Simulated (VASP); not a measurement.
A run of VASP 6.6.1 is set up as follows.

POSCAR

```
Te
1.0
    4.4123752000      0.0000000000      0.0000000000
   -2.2061876000      3.8212290000      0.0000000000
    0.0000000000      0.0000000000      5.9614191000
Te
3
Direct
    0.2774719000      0.0000000000      0.3333334000
    0.0000001000      0.2774720000      0.6666666000
    0.7225279000      0.7225280000      0.0000000000
```

File INCAR.step1:

```
SYSTEM = Te
PREC = Accurate
ENCUT = 300
EDIFF = 1E-5
ISMEAR = 0
SIGMA = 0.01
LREAL = .FALSE.
LASPH = .TRUE.
NELM = 100
ALGO = Normal
ISIF = 2
LWAVE = .TRUE.
LCHARG = .FALSE.
MAGMOM = 0 0 0 0 0 0 0 0 0
LORBIT = 11
LSORBIT = .TRUE.
GGA_COMPAT = .FALSE.
GGA = PE
```

File INCAR.step2:

```
SYSTEM = Te
PREC = Accurate
ENCUT = 300
EDIFF = 1E-6
ISMEAR = 0
SIGMA = 0.01
LREAL = .FALSE.
LASPH = .TRUE.
NELM = 100
ALGO = Normal
ISIF = 2
LWAVE = .FALSE.
LCHARG = .FALSE.
MAGMOM = 0 0 0 0 0 0 0 0 0
LORBIT = 11
LSORBIT = .TRUE.
GGA_COMPAT = .FALSE.
METAGGA = MBJ
ISTART = 1
```

File KPOINTS:

```
Automatic mesh
0
G
  9 9 6
  0 0 0
```

Potentials or basis: VASP PAW PBE potentials, release 64 (Te).

Run with:

```sh
$ cat potpaw_PBE.64/Te/POTCAR > POTCAR
$ cp INCAR.step1 INCAR
$ mpirun -np 1 vasp_ncl > vasp.out
$ cp INCAR.step2 INCAR
$ mpirun -np 1 vasp_ncl > vasp.out
```

Predict the net moment.

0.00 μB per cell.

Moments on the atoms (μB; x, y, z):
```
Te  0.00 0.00 0.00
Te  0.00 0.00 0.00
Te  0.00 0.00 0.00
```
